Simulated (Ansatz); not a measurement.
## SnSe: distorted cells

Theory: DFT PBE, scalar-relativistic, plane waves, PAW in Ansatz.

Settings: cutoff 420 eV, Γ-centred mesh 6×6×4 on the computed 4-atom cell, Gaussian smearing of 0.02 eV; no spin polarisation.

Reference cell:

```xyz
4
Lattice="4.2853 0.0000 0.0000 0.0000 4.2853 0.0000 0.0000 0.0000 10.9907" Properties=species:S:1:pos:R:3 pbc="T T T"
Sn    2.1427    0.0000    4.0911
Sn    0.0000    2.1427    6.8996
Se    2.1427    0.0000    6.7707
Se    0.0000    2.1427    4.2200
```

Each variant moves atoms of this cell by the vectors given, if any (Å), and then applies a symmetric strain (tensor components, Cartesian axes). The reference cell isn't relaxed at this level. Energies are per atom at zero smearing, counted from the lowest variant. Pressure is positive in compression.

1. no strain; moves: Se4 (0.000, 0.045, 0.000)
2. strain (xx yy zz yz xz xy, %) -0.27 -0.27 8.73 0.00 0.00 0.00; moves: Sn1 (0.000, 0.000, 0.041); Sn2 (0.000, 0.000, -0.041); Se3 (0.000, 0.000, 0.013); Se4 (0.000, 0.000, -0.013)
3. no strain; moves: Sn2 (0.150, 0.000, 0.000)
4. strain (xx yy zz yz xz xy, %) 1.41 1.41 -1.59 0.00 0.00 0.00; moves: Sn1 (0.000, 0.000, -0.055); Sn2 (0.000, 0.000, 0.055); Se3 (0.000, 0.000, 0.130); Se4 (0.000, 0.000, -0.130)

Question: Order the variants by energy, lowest first.

Answer: 1 (0.0 meV/atom), 3 (0.6 meV/atom), 4 (8.8 meV/atom), 2 (20.6 meV/atom). Neighbours within 1 meV/atom are level.

Question: Order them by pressure, highest first.

Answer: 3 (0.69 GPa), 1 (0.62 GPa), 2 (-0.68 GPa), 4 (-1.18 GPa).

Each cell of SnSe holds layers, and where no dispersion correction was added their binding is poorly described.

This form isn't the usual stable structure of the compound.